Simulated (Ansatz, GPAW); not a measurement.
Given: the input of a run of GPAW 26.7.0 (ASE script) on PbSe (Clausthalite). 

run.py

```python
from ase.dft.bandgap import bandgap
from ase.io import read, write
from ase.units import Bohr, GPa
from gpaw import GPAW, PW
from gpaw.elf import elf_from_dft_calculation

atoms = read('PbSe.xyz')

calc = GPAW(mode=PW(600),
            xc='PBE',
            kpts={'size': (8, 8, 8), 'gamma': True},
            occupations={'name': 'methfessel-paxton', 'order': 0, 'width': 0.017},
            nbands=19,
            convergence={'density': 1e-05, 'energy': 1e-05},
            maxiter=150,
            txt='gpaw.txt')
atoms.calc = calc
energy = atoms.get_potential_energy()
forces = atoms.get_forces()
stress = atoms.get_stress()
calc.write('gs.gpw')
write('result.traj', atoms)
print(f'Energy: {energy:.6f} eV')
print('Forces (eV/A):')
print(forces.round(4))
print('Stress (GPa):', (stress / GPa).round(3))
print('Fermi level:', round(calc.get_fermi_level(), 4), 'eV')
print(f'Gap: {bandgap(calc)[0]:.4f} eV, direct: {bandgap(calc, direct=True)[0]:.4f} eV')

# fields on the real-space grid
write('density.cube', atoms, data=calc.get_pseudo_density() * Bohr**3)
write('potential.cube', atoms, data=calc.get_electrostatic_potential())
write('elf.cube', atoms, data=elf_from_dft_calculation(calc).data)
```

PbSe.xyz

```xyz
2
Lattice="0.0000000000 3.0606500000 3.0606500000 3.0606500000 0.0000000000 3.0606500000 3.0606500000 3.0606500000 0.0000000000" Properties=species:S:1:pos:R:3 pbc="T T T"
Pb     0.0000000000      0.0000000000      0.0000000000
Se     3.0606500000      3.0606500000      3.0606500000
```

Potentials or basis: GPAW PAW data sets (gpaw-data 1.2.1), pw.

Launch:

```sh
$ OMP_NUM_THREADS=1 python run.py
```

Task: Translate it to Ansatz 0.2.0. Potentials or basis there: all-electron LAPW, scalar-relativistic.

Result: As run (cutoffs and basis follow the program's own potentials, and thresholds, step limits or extra output files can differ):

File input.yaml:

```yaml
crystal:
  lattice:
    - [0.0, 3.06065, 3.06065]
    - [3.06065, 0.0, 3.06065]
    - [3.06065, 3.06065, 0.0]
  atoms:
    - { symbol: Pb, position: [0.0, 0.0, 0.0] }
    - { symbol: Se, position: [0.5, 0.5, 0.5] }
kpoints:
  mp_grid: { grid: [8, 8, 8] }
scf:
  occupations: { method: gaussian, width: 0.017 }
hamiltonian:
  xc: pbe
  pseudopotentials: { kind: all_electron, lapw: { basis_error: 0.001 } }
output:
  forces: true
  stress: true
  eigenvalues: true
```

Potentials or basis: all-electron LAPW, scalar-relativistic.

Command:

```sh
$ ansatz run input.yaml --threads 1 --pin off --max-ram 3072MiB --backend cpu --events-out ev --progress --plain --runs-dir out
```

Both were run:

|  | GPAW | Ansatz |
| --- | --- | --- |
| Pressure | 2.2 GPa | 2.4 GPa |

Where Ansatz's input types no cutoff or centring, it takes its own default and a Γ-centred mesh.

Pressure is positive in compression.
